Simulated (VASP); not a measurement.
Output of a VASP run:

### OSZICAR
```
       N       E                     dE             d eps       ncg     rms          rms(c)
DAV:   1     0.154435494420E+03    0.15444E+03   -0.13166E+04   520   0.138E+03
DAV:   2    -0.124965988311E+02   -0.16693E+03   -0.16543E+03   648   0.289E+02
DAV:   3    -0.188152423119E+02   -0.63186E+01   -0.63118E+01   680   0.653E+01
DAV:   4    -0.189179058440E+02   -0.10266E+00   -0.10264E+00   648   0.718E+00
DAV:   5    -0.189214069674E+02   -0.35011E-02   -0.35011E-02   680   0.970E-01    0.845E+00
DAV:   6    -0.171055225488E+02    0.18159E+01   -0.10155E+01   512   0.246E+01    0.417E+00
DAV:   7    -0.171000023735E+02    0.55202E-02   -0.36175E-01   640   0.550E+00    0.209E+00
DAV:   8    -0.171175999330E+02   -0.17598E-01   -0.57955E-02   584   0.292E+00    0.272E-01
DAV:   9    -0.171266004721E+02   -0.90005E-02   -0.14039E-02   624   0.856E-01    0.149E-01
DAV:  10    -0.171292535111E+02   -0.26530E-02   -0.39132E-03   536   0.451E-01    0.432E-02
DAV:  11    -0.171292416687E+02    0.11842E-04   -0.40272E-04   704   0.157E-01    0.200E-02
DAV:  12    -0.171292609971E+02   -0.19328E-04   -0.72449E-05   512   0.636E-02    0.268E-03
DAV:  13    -0.171292614108E+02   -0.41367E-06   -0.13568E-06   576   0.916E-03
   1 F= -.17129261E+02 E0= -.17129261E+02  d E =-.171293E+02
```

### OUTCAR
```
------------------------ aborting loop because EDIFF is reached ----------------------------------------
  FORCE on cell =-STRESS in cart. coord.  units (eV):
  Direction    XX          YY          ZZ          XY          YZ          ZX
  --------------------------------------------------------------------------------------
  Total       -0.0552499     -0.0552499     -0.0552499      0.0000000     -0.0000000     -0.0000000
  in kB       -1.4238810     -1.4238810     -1.4238810      0.0000000     -0.0000000     -0.0000000
  external PRESSURE =      -1.4238810 kB  Pullay stress =       0.0000000 kB
  volume of cell :       62.17
      direct lattice vectors                 reciprocal lattice vectors
     0.000000000  3.144218382  3.144218382    -0.159022033  0.159022033  0.159022033
     3.144218382  0.000000000  3.144218382     0.159022033 -0.159022033  0.159022033
     3.144218382  3.144218382  0.000000000     0.159022033  0.159022033 -0.159022033
 POSITION                                       TOTAL-FORCE (eV/Angst)
 -----------------------------------------------------------------------------------
      0.00000      0.00000      0.00000         0.000000      0.000000      0.000000
      1.57211      1.57211      1.57211         0.000000      0.000000      0.000000
      4.71633      4.71633      4.71633        -0.000000     -0.000000     -0.000000
 -----------------------------------------------------------------------------------
    total drift:                                0.000000      0.000000      0.000000
  FREE ENERGIE OF THE ION-ELECTRON SYSTEM (eV)
  ---------------------------------------------------
  free  energy   TOTEN  =       -17.1292614108 eV

  energy  without entropy=      -17.1292614108  energy(sigma->0) =      -17.12926141

 reached required accuracy - stopping structural energy minimisation
```
(Selected blocks of OUTCAR.)

File POSCAR:
```
BaF2
1
    0.0000000000     3.1442183820     3.1442183820
    3.1442183820     0.0000000000     3.1442183820
    3.1442183820     3.1442183820    -0.0000000000
Ba F
1 2
Direct
  1.0000000000   1.0000000000   1.0000000000
  0.2500000000   0.2500000000   0.2500000000
  0.7500000000   0.7500000000   0.7500000000
```

### Question
Reconstruct the remaining input files.

### Answer
This is not unique; one that fits is the input of the run itself, PBE GGA, plane waves, VASP's PBE PAW potentials (set 64).

**INCAR**
```
SYSTEM = BaF2
PREC = Accurate; ENCUT = 520; LREAL = F
LASPH = T
EDIFF = 1E-6; NELM = 100; ALGO = Normal
LMAXMIX = 4
ISMEAR = 0; SIGMA = 0.05
GGA = PE
IBRION = 2; NSW = 60; ISIF = 3
EDIFFG = -0.02
LWAVE = F; LCHARG = F
```

KPOINTS:
```
Automatic mesh
0
gamma
 6 6 6
0 0 0
```

POTCAR, in this order: Ba_sv F (PBE.64 set). Program: vasp_std.

The compound is BaF2 in the fluorite structure. It was relaxed first. The start is the result of an earlier pass.
